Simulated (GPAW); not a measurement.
HfO2:

```
Hf O
1.0
     0.00000    2.55750    2.55750
     2.55750    0.00000    2.55750
     2.55750    2.55750    0.00000
Hf O
1 2
Direct
  0.00000 0.00000 0.00000
  0.75000 0.75000 0.75000
  0.25000 0.25000 0.25000
```

Measurements of this composition are mostly on another form, of space group No. 14.

Program: GPAW 26.7.0. Alike in all runs: task band structure; spin SOC, no magnetisation; cell as given; k mesh 7 × 7 × 7; cutoff (eV) 800; smearing fermi-dirac 0.05 eV.

Question: Order these runs on this cell by their pressure, lowest first.
A. level RPBE; potentials or basis the program's PAW data sets (release 1.2.1) made for this functional, pw; band points 80; spin axis theta (degrees) 0; spin axis phi (degrees) 0
B. level LDA; potentials or basis the program's PAW data sets (release 1.2.1) made for this functional, pw; band points 100; spin axis theta (degrees) 90; spin axis phi (degrees) 45
C. level revTPSS; potentials or basis GPAW PAW data sets (gpaw-data 1.2.1), pw; eigensolver davidson; band points 100; spin axis theta (degrees) 0; spin axis phi (degrees) 0

Answer: B (-17.6 GPa), C (-6.4 GPa), A (2.7 GPa).

Caveats: spin-orbit coupling was added after a scalar SCF, so levels and gaps hold it while energy, forces, pressure and moments don't; the PAW data sets were made with another functional, which shifts forces and pressure a little (some runs); so large a pressure means that the cell lies far from this level's equilibrium, or that cutoff or potentials fall short (some runs).
